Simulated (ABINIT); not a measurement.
Crystal: TiTe.

```
Ti Te
1.0
     3.63109    0.00000    0.00000
     0.00000    3.63109    0.00000
     0.00000    0.00000    3.63109
Ti Te
1 1
Direct
  0.00000 0.00000 0.00000
  0.50000 0.50000 0.50000
```

The cell comes from a database or a generator and needn't be the stable form of this composition.

Alike in all runs: program ABINIT 10.8.3 (patched build); functional LDA; potentials or basis JTH PAW LDA v2.0; cutoff 408 eV; k mesh 5 × 5 × 5; occupations gaussian, width 0.05 eV; hubbard terms Ti d U = 6 eV.

The same cell was started in several ways:

```csv
start,free energy over the lowest (meV/atom),net moment (μB),site or absolute moments (μB),gap
no spin polarisation,0.0,-,-,none (metal or under the smearing width)
collinear spin of up to 2 μB; fixed moment 1,183.1,1.00,Ti +1.08; Te -0.18,-
"collinear spin, ferromagnetic start of up to 2 μB; fixed moment 0",0.0,0.00,-,-
```

All polarised runs hold their moment fixed, so the table maps the energy against it. A still lower state may exist.

Caveats: the cell is far from rest, so the order of the states can change on relaxing; the U is typed as a test and isn't derived for this compound; the total moment is fixed, so each spin has its own Fermi level (some runs); the moment is held away from its start (some runs); U without spin polarisation on a metal has little footing (some runs); the highest band is partly filled, so the run has too few bands (some runs).
